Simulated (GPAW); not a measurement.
SnSe2:

```
CELL_PARAMETERS angstrom
3.81100 0.00000 0.00000
-1.90550 3.30042 0.00000
0.00000 0.00000 6.13600
ATOMIC_POSITIONS crystal
Sn 0.00000 0.00000 0.00000
Se 0.66667 0.33333 0.75100
Se 0.33333 0.66667 0.24900
```

```yaml
Program: GPAW 26.7.0
Task: relaxation of cell and atoms
Functional: OLYP
Dispersion: D3
Potentials_or_basis: PAW data sets generated in the run's folder for this functional
Cutoff: 600 eV
Basis: pw
k_mesh: 6 × 6 × 3
Occupations: fermi-dirac, width 0.05 eV
Spin: no spin polarisation
```

At the start: pressure 2.2 GPa; volume 25.73 Å³/atom.

Q: Where does the relaxation end?

A: Over 21 steps the energy falls by 9.0 meV/atom and the volume is 26.15 Å³/atom (+1.7 %); space group P-3m1 (No. 164, to 0.05 Å).

The path:
```
step  energy change (eV)  largest force (eV/Å)  pressure (GPa)  volume (Å³)
   1              0.0000                0.5415            2.20        77.18
   2             -0.0091                0.4399            1.75        77.45
   3             -0.0207                0.2596            0.95        77.94
   4             -0.0268                0.0395            0.00        78.56
   5             -0.0236                0.1740           -0.86        79.11
   6             -0.0239                0.1662           -0.82        79.09
   7             -0.0244                0.1510           -0.75        79.03
   8             -0.0251                0.1289           -0.65        78.95
   9             -0.0258                0.1009           -0.52        78.85
  10             -0.0265                0.0682           -0.37        78.73
  11             -0.0269                0.0319           -0.20        78.60
  12             -0.0270                0.0058           -0.02        78.47
  13             -0.0270                0.0057           -0.02        78.47
  14             -0.0270                0.0057           -0.02        78.47
  15             -0.0270                0.0055           -0.02        78.47
  16             -0.0270                0.0054           -0.02        78.47
  17             -0.0270                0.0051           -0.02        78.46
  18             -0.0270                0.0049           -0.02        78.46
  19             -0.0271                0.0046           -0.02        78.46
  20             -0.0271                0.0042           -0.02        78.46
  21             -0.0271                0.0037           -0.02        78.46
```

Final structure:
```
Sn Se
1.0
     3.82330    0.00000    0.00000
    -1.91165    3.31108    0.00000
     0.00000    0.00000    6.19772
Sn Se
1 2
Cartesian
  0.0000 0.0000 0.0000
  1.9117 1.1037 4.6235
  0.0000 2.2074 1.5742
```

Caveat: later steps reuse the first step's grids.
